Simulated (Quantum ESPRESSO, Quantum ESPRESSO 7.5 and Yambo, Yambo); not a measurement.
**AgBr (Fm-3m): G0W0 with and without spin-orbit coupling**

Is the spin-orbit change of the gap of AgBr (Fm-3m) the same in DFT and in GW?

Main program and level: Quantum ESPRESSO 7.5 and Yambo 5.3.0; PBE and many-body steps on it, plane waves.

The database entry behind the starting cell differs from later determinations by our own check (about 0.6 % short of the room-temperature cell), so it need not match the best structure at ambient conditions.

## 1. Starting point

It takes space group Fm-3m (No. 225, cubic). The conventional cell has a = 5.740 Å, b = 5.740 Å, c = 5.740 Å, α = 90.00°, β = 90.00°, γ = 90.00°. Nearest to Ag lie 6 Br at 2.87 Å. Br has 6 Ag at 2.87 Å nearest. Farther neighbours and most contacts between anions are not listed.

The cell and positions come from the Crystallography Open Database and are kept as given unless a step says otherwise.

## 2. Empty states on the mesh, 4×4×4 mesh, 136 bands

This step: Quantum ESPRESSO 7.5; DFT, PBE, plane waves, norm-conserving pseudopotentials.

The sums over transitions need many empty states on a uniform mesh; this step solves for them.

pw.in

```
&control
  calculation = 'nscf'
  prefix = 'x'
  outdir = 'o'
  pseudo_dir = 'pseudo'
/
&system
  ibrav = 0
  nat = 2
  ntyp = 2
  ecutwfc = 74.0
  nbnd = 136
  force_symmorphic = .true.
/
&electrons
  conv_thr = 1e-9
  electron_maxstep = 80
  diago_full_acc = .true.
  diago_thr_init = 5e-6
/
ATOMIC_SPECIES
  Ag 107.87 Ag.upf
  Br 79.904 Br.upf
CELL_PARAMETERS angstrom
  -0.0000000000 2.8701500000 2.8701500000
  2.8701500000 0.0000000000 2.8701500000
  2.8701500000 2.8701500000 0.0000000000
ATOMIC_POSITIONS crystal
  Ag 0.0000000000 0.0000000000 0.0000000000
  Br 0.5000000000 0.5000000000 0.5000000000
K_POINTS automatic
  4 4 4 0 0 0
```

Launch:

```console
$ OMP_NUM_THREADS=1 mpirun -n 4 pw.x -nk 4 -in pw.in > pw.out
```

What it wrote:

```text
Program PWSCF v.7.5 starts

     This program is part of the open-source Quantum ESPRESSO suite
     for quantum simulation of materials; please cite
         "P. Giannozzi et al., J. Phys.:Condens. Matter 21 395502 (2009);
         "P. Giannozzi et al., J. Phys.:Condens. Matter 29 465901 (2017);
         "P. Giannozzi et al., J. Chem. Phys. 152 154105 (2020);
     in publications or presentations arising from this work. More details at

     Atomic positions and unit cell read from directory:
     o/x.save/

     Message from routine setup:
[...]
k =-0.3536-0.3536 0.3536 (  3426 PWs)   bands (ev):

[...]
[... 5 further rows ...]
    99.9919 101.7618 103.1543 103.1543 103.5810 103.5810 106.4935 106.4935
   107.8459 108.3226 108.3226 108.3439 108.5203 108.5203 110.6760 110.6760

          k = 0.3536 0.0000 0.0000 (  3479 PWs)   bands (ev):

     [... further k-points ...]

     highest occupied, lowest unoccupied level (ev):     8.2447    8.9169

     XML data file, pseudopotentials, collected wavefunctions

=------------------------------------------------------------------------------=
   JOB DONE.
=------------------------------------------------------------------------------=
```

Elapsed: 9 s, on 4 MPI ranks of Arm Neoverse V1, shared host; peak memory 0.36 GiB.

Numbers from this step:

```
gap                                                           : 0.6721 eV
k of the valence top                                          : 0, 0, -0.5
k of the conduction bottom                                    : 0, 0, 0
least direct gap                                              : 2.604 eV
k points computed                                             : 8
lowest point of the top converged band, above the valence top : 99.5702 eV
```

On this mesh the gap is 0.672 eV.

The density comes from a self-consistent run that is not shown.

## 3. Conversion and set-up

This step: Yambo 5.3.0; conversion and set-up on PBE, plane waves, norm-conserving pseudopotentials.

The states are converted to the many-body program's format and the q mesh is built.

Launch:

```console
$ (cd o/x.save; p2y > p2y.log; mv SAVE ../..); yambo > setup.log
```

What it wrote:

```text
 Yambo, version 5.3.0

 [02] CORE Variables Setup
 =========================

  [02.01] Unit cells
  ==================

  Cell kind             :  FCC
  Atoms in the cell     :  Ag  Br
  number of Ag atoms    :  1
  number of Br atoms    :  1

  List of atomic masses
  Mass of Ag    :  107.8700
  Mass of Br    :  79.90400

  List of atomic coordinates    : [cc]
  Ag1       :  0.000000  0.000000  0.000000  order 1
  Br1       :  5.423797  5.423797  5.423797  order 2

  Alat factors          :  5.423797  5.423797  5.423797 [a.u.]
  Direct lattice volume :  319.1100 [a.u.]
[...]
==========================================

 IBZ Q-points                                      :   8
 BZ  Q-points                                      :   64

 K/Q-points units:
 rlu = crystal or reduced units; cc = cartesian coordinates; iku = interal k-units

 Q [1]          [rlu]:  0.000000  0.000000  0.000000
 Q [2]          [rlu]:  0.11377E-17  0.11377E-17  0.25000
 Q [3]          [rlu]: -0.22755E-17 -0.22755E-17 -0.50000
[...]
Q [7]          [rlu]:  0.22019E-17 -0.50000     -0.50000
 Q [8]          [rlu]:  0.250000 -0.500000 -0.250000

  [03.01] X indexes
  =================

   [03.01.01] Sigma indexes
   ========================

 [06] Game Over & Game summary
```

It took 2.5 s on 1 MPI rank; peak memory 0.24 GiB.

## 4. Scalar-relativistic

G0W0 replaces the xc potential by the self-energy, built once from these orbitals. Only a window of levels is corrected, while the sums run over the empty bands that the input names.

This step: G0W0 on PBE, plane waves, norm-conserving pseudopotentials.

gw1.in

```
HF_and_locXC
gw0
dyson
ppa
em1d
rim_cut
RandQpts= 1000000
RandGvec= 1 RL
EXXRLvcs= 74 Ry
VXCRLvcs= 296 Ry
Chimod= "HARTREE"
% BndsRnXp
 1 | 136 |
%
NGsBlkXp= 10.5 Ry
% LongDrXp
 1 | 1 | 1 |
%
% GbndRnge
 1 | 136 |
%
DysSolver= "n"
ExtendOut
PPAPntXp= 27.21138 eV
% QPkrange
 3 | 3 | 12 | 15 |
 1 | 1 | 12 | 15 |
%
```

Launch:

```console
$ OMP_NUM_THREADS=1 mpirun -n 4 yambo -F gw1.in -J gw1 -C gw1 > gw1.log
```

What it wrote:

```text
 Yambo, version 5.3.0

 [02] CORE Variables Setup
 =========================

  [... cell, symmetries and grids as in the set-up ...]

  [02.05] Energies & Occupations
  ==============================

  [X] === General ===
  [X] Electronic Temperature                        :  0.000000  0.000000 [eV K]
  [X] Bosonic    Temperature                        :  0.000000  0.000000 [eV K]
  [X] Finite Temperature mode                       : no
  [X] El. density                                   :  0.54983E+24 [cm-3]
  [X] Fermi Level                                   :  8.244730 [eV]

  [X] === Gaps and Widths ===
  [X] Conduction Band Min                           :  0.672137 [eV]
  [X] Valence Band Max                              :  0.000000 [eV]
  [X] Filled Bands                                  :  13
  [X] Empty Bands                                   :   14  136
  [X] Direct Gap                                    :  2.604052 [eV]
  [X] Direct Gap localized at k                     :  1
  [X] Indirect Gap                                  :  0.672137 [eV]
  [X] Indirect Gap between kpts                     :  3  1
  [X] Last valence band width                       :  2.284236 [eV]
  [X] 1st conduction band width                     :  4.310377 [eV]

 [03] Transferred momenta grid and indexing
 ==========================================

 IBZ Q-points                                      :   8
 BZ  Q-points                                      :   64

 K/Q-points units:
 rlu = crystal or reduced units; cc = cartesian coordinates; iku = interal k-units

 Q [1]          [rlu]:  0.000000  0.000000  0.000000
 Q [2]          [rlu]:  0.11377E-17  0.11377E-17  0.25000
 Q [3]          [rlu]: -0.22755E-17 -0.22755E-17 -0.50000
 Q [4]          [rlu]: -0.11010E-17  0.25000      0.25000
 Q [5]          [rlu]:  0.15016E-16  0.25000      0.50000
 Q [6]          [rlu]: -0.22755E-17  0.25000     -0.25000
 Q [7]          [rlu]:  0.22019E-17 -0.50000     -0.50000
 Q [8]          [rlu]:  0.250000 -0.500000 -0.250000

 [04] Coloumb potential Random Integration (RIM)
 ===============================================

  [04.01] RIM initialization
  ==========================

  * Diagonal components only detected *

  8 x (sBL volume)        :  0.097165 [a.u.]
  sBZ random points       :  1000000
  Points outside the sBZ  :   7968281
  RL volume               :  0.777319 [a.u.]
  Integrated volume       :  0.780413 [a.u.]

  [04.02] RIM integrals
  =====================

  Gamma point sphere radius             :  0.083391 [a.u.]
  Points outside the sphere             :   800476
  [Int_sBZ(q=0) 1/q^2]*(Vol_sBZ)^(-1/3) =:  7.776341
                                 should be <:  7.795600

  Summary of Coulomb integrals for non-metallic bands |Q|[au] RIM/Bare

  Q [1] 0.100000E-4 0.997530 * Q [2] 0.250811 1.068455
  Q [4] 0.289612 1.066792 * Q [6] 0.409573 1.029758
  Q [5] 0.480267 1.022667 * Q [3] 0.501623 1.020719
  Q [7] 0.579224 1.017590 * Q [8] 0.647592 1.014588

 [05] Dipoles
 ============

  [05.01] Setup: observables and procedures
  =========================================

 [06] Dynamic Dielectric Matrix (PPA)
 ====================================

 [WR./gw1//ndb.pp]---------------------------------------------------------------
  Brillouin Zone Q/K grids (IBZ/BZ)                :    8   64    8   64
  RL vectors                                       :   4279 [WF]
  Coulomb cutoff potential                         : none
  Electronic Temperature                           :  0.000000 [K]
  Bosonic    Temperature                           :  0.000000 [K]
  PPA    diel. fun.  energies                      : Perdew, Burke & Ernzerhof(X)+Perdew, Burke & Ernzerhof(C)
  wavefunctions                                    : Perdew, Burke & Ernzerhof(X)+Perdew, Burke & Ernzerhof(C)
  Global Gauge                                     : length
  X matrix size                                    :  181
  X band range                                     :    1  136
  X e/h energy range                               : -1.000000 -1.000000 [eV]
  X Time ordering                                  : R
  X Hxc Kernel                                     : HARTREE
  X Drude frequency                                :  0.000000  0.000000
  X poles                                          :  100.0000 [o/o]
  RL vectors in the sum                            :   4279
  [r,Vnl] included                                 : yes
  Field direction                                  :  0.577350E-5  0.577350E-5  0.577350E-5
  BZ energy Double Grid                            : no
  BZ energy DbGd points                            : 0
  BZ Q point size factor                           : -1.000000
  X Optical Averaged directions                    : none

 [07] Local Exchange-Correlation + Non-Local Fock
 ================================================

 [VXC] Plane waves :  27317
 [EXS] Plane waves :   3527

 QP @ state[ 1 ] K range:  1  1
 QP @ state[ 1 ] b range:  12  15
 QP @ state[ 2 ] K range:  3  3
 QP @ state[ 2 ] b range:  12  15

 [xc] Functional : Perdew, Burke & Ernzerhof(X)+Perdew, Burke & Ernzerhof(C)
 [xc] LIBXC used to calculate xc functional
  PP Number of Atomic Species                      :  2
  NLCC RL compoments                               :  27317
  PP Number of Atomic Species                      :  2
  NLCC RL compoments                               :  27317

 [xc] E_xc :  -16.63987 [Ha]
      E_xc :  -33.27974 [Ry]

  Local XC kind (lXC) : Perdew, Burke & Ernzerhof(X)+Perdew, Burke & Ernzerhof(C)
  Non-Local XC kind (nlXC) : Hartree-Fock

  Corrections @ K [1] :  [eV]
 <12|nlXC|12> = -16.64841  0.83774E-17 <12|lXC|12> = -13.22152 -0.47204E-16
 <13|nlXC|13> = -16.64827  0.10130E-16 <13|lXC|13> = -13.22152  0.18882E-15
 <14|nlXC|14> = -6.572430 -0.24536E-17 <14|lXC|14> = -10.60462 -0.10027E-19
 <15|nlXC|15> = -6.577278  0.16310E-17 <15|lXC|15> = -11.43058 -0.47201E-16

  Corrections @ K [3] :  [eV]
 <12|nlXC|12> = -24.02059  0.98457E-17 <12|lXC|12> = -19.82564 -0.19472E-15
 <13|nlXC|13> = -24.02060  0.20577E-16 <13|lXC|13> = -19.82564  0.47201E-16
 <14|nlXC|14> = -4.814695 -0.29350E-17 <14|lXC|14> = -8.807985 -0.47199E-16
 <15|nlXC|15> = -7.304298 -0.13560E-17 <15|lXC|15> = -13.32792  0.14158E-15

 [08] Dyson equation: Newton solver
 ==================================

  [08.01] G0W0 (W PPA)
  ====================

  [  GW  ] Bands range     :    1  136
  [GW/PPA] G damping       :  0.100000 [eV]

  QP @ state[ 1 ] K range:  1  1
  QP @ state[ 1 ] b range:  12  15
  QP @ state[ 2 ] K range:  3  3
  QP @ state[ 2 ] b range:  12  15

   Sc/G bands                                       :    1  136
   Sc/G damping                                     :  0.100000 ev
   Sc bands terminator                              : no
   Sx RL components                                 :   3527

   QP @ state[ 1 ] K range                          :  1  1
   QP @ state[ 1 ] b range                          :  12  15
   QP @ state[ 2 ] K range                          :  3  3
   QP @ state[ 2 ] b range                          :  12  15
   GF energies kind                                 : Perdew, Burke & Ernzerhof(X)+Perdew, Burke & Ernzerhof(C)
   GF WF`s kind                                     : Perdew, Burke & Ernzerhof(X)+Perdew, Burke & Ernzerhof(C)
   Xs energies kind                                 : Perdew, Burke & Ernzerhof(X)+Perdew, Burke & Ernzerhof(C)
   Xs WF`s kind                                     : Perdew, Burke & Ernzerhof(X)+Perdew, Burke & Ernzerhof(C)

 [11] Game Over & Game summary
```

Run time: 80 s. Hardware: 4 MPI ranks; peak memory 1.6 GiB.

Numbers from this step:

| Quantity | Value |
| --- | --- |
| G0W0 gap on the points computed | 1.629 eV |
| starting gap on the mesh | 0.6721 eV |
| k of the valence top | 0, 0, -0.5 |
| k of the conduction bottom | 0, 0, 0 |
| least direct G0W0 gap on the computed points | 3.756 eV |
| Z at the valence top | 0.8001 |
| Z at the conduction bottom | 0.8273 |

The gap on the mesh goes from 0.67 eV to 1.63 eV, a correction of +0.96 eV.

## 5. Empty states on the mesh, 4×4×4 mesh, 272 bands

This step: Quantum ESPRESSO 7.5; DFT, PBE with spin-orbit coupling, plane waves, norm-conserving pseudopotentials.

pw.in, as its differences from that of step 2:

```diff
@@ -11,4 +11,6 @@
   ecutwfc = 74.0
-  nbnd = 136
+  nbnd = 272
   force_symmorphic = .true.
+  noncolin = .true.
+  lspinorb = .true.
 /
```

Launch:

```console
$ OMP_NUM_THREADS=1 mpirun -n 4 pw.x -nk 4 -in pw.in > pw.out
```

What it wrote:

```text
[banner, memory and clock lines left out]
Program PWSCF v.7.5 starts

     Atomic positions and unit cell read from directory:
     o/x.save/

     Message from routine setup:
     using ibrav=0 with symmetry is DISCOURAGED, use correct ibrav instead

     G-vector sticks info

     bravais-lattice index     =            0
     lattice parameter (alat)  =       7.6704  a.u.
     unit-cell volume          =     319.1100 (a.u.)^3
     number of atoms/cell      =            2
     number of atomic types    =            2
     number of electrons       =        26.00
[...]
[... 22 further rows ...]
[...]
k = 0.1768 0.1768-0.1768 (  3428 PWs)   bands (ev):

[...]
[... 22 further rows ...]
[...]
k =-0.3536-0.3536 0.3536 (  3426 PWs)   bands (ev):

[...]
[... 22 further rows ...]
   107.8484 107.8484 108.2646 108.2646 108.3601 108.3601 108.3638 108.3638
   108.4899 108.4899 108.5519 108.5519 110.6716 110.6716 110.6828 110.6828

          k = 0.3536 0.0000 0.0000 (  3479 PWs)   bands (ev):

     [... further k-points ...]

     highest occupied, lowest unoccupied level (ev):     8.3371    8.9246

     XML data file, pseudopotentials, collected wavefunctions
```

Wall time 53 s (4 MPI ranks); peak memory 0.86 GiB.

Numbers from this step:

| Item | Value |
| --- | --- |
| gap | 0.5875 eV |
| k of the valence top | 0, 0, -0.5 |
| k of the conduction bottom | 0, 0, 0 |
| least direct gap | 2.426 eV |
| k points computed | 8 |
| lowest point of the top converged band, above the valence top | 99.4786 eV |

On this mesh the gap is 0.588 eV.

The density comes from a self-consistent run that is not shown, made with spin-orbit coupling and fully relativistic files.

[end of part 1 of 2]

[Paths, hosts, dates, memory and timing lines, banners, echoed tables and standing remarks are left out of the program output.]

[Logs are printed without paths, hosts, clocks, repeated set-up lines and the standing remarks that a program may print on its own settings, such as how far it seeks lower states.]

[Runs of the session that timed out or met a known fault of the program may be left out.]

[Hosts, paths, dates, database ids (printed as entryN), source tags and the programs' standing remarks are cut or masked in the printed files.]
